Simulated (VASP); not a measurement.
Set up this calculation in VASP 6.6.1, as the native input.

```
Task                   : single point
Functional             : PBEsol
Potentials or basis    : VASP PAW PBE potentials, release 64 (P, B)
Cutoff                 : 520 eV
k mesh                 : 9 × 9 × 1
Occupations            : gaussian, width 0.05 eV
Spin                   : no spin polarisation
Dipole correction      : no
Further INCAR settings : ALGO = Fast; EDIFF = 1e-07; NBANDS = 31
```

The structure of BP lies in POSCAR:

```
BP
1.0
    3.1962448201      0.0000000000      0.0000000000
   -1.5981224101      2.7680292109      0.0000000000
    0.0000000000      0.0000000000     26.0913226116
P B
5 5
Direct
    0.0000000000      0.0000000000      0.2874518901
    0.3333333333      0.6666666667      0.3874745301
    0.6666666667      0.3333333333      0.4874971700
    0.0000000000      0.0000000000      0.5875198100
    0.3333333333      0.6666666667      0.6875424499
    0.3333333333      0.6666666667      0.3124575501
    0.6666666667      0.3333333333      0.4124801900
    0.0000000000      0.0000000000      0.5125028300
    0.3333333333      0.6666666667      0.6125254699
    0.6666666667      0.3333333333      0.7125481099
```

One way to write it, as run:

INCAR

```
SYSTEM = BP
ALGO = Fast
EDIFF = 1E-7
ENCUT = 520
GGA = PS
ISIF = 2
ISMEAR = 0
LASPH = .True.
LCHARG = .True.
LELF = .True.
LREAL = .False.
LVHAR = .True.
LWAVE = .False.
NBANDS = 31
NELM = 100
PREC = Accurate
SIGMA = 0.05
```

KPOINTS

```
k-points
0
Gamma
  9 9 1
  0 0 0
```

Potentials or basis: VASP PAW PBE potentials, release 64 (P, B).

Launch:

```bash
$ cat potpaw_PBE.64/P/POTCAR potpaw_PBE.64/B/POTCAR > POTCAR
$ mpirun -np 1 vasp_std > vasp.out
```

It gave:

```yaml
Largest_force: 2.471 eV/Å
Band_gap_on_the_k_mesh: none (metal or under the smearing width)
```

Caveat: the PAW data sets were made with another functional, which shifts forces and pressure a little.

Run time: 2.1 min on 1 thread of Intel(R) Xeon(R) Platinum 8559C (Emerald Rapids), with other jobs on the host, peak memory 0.34 GiB.
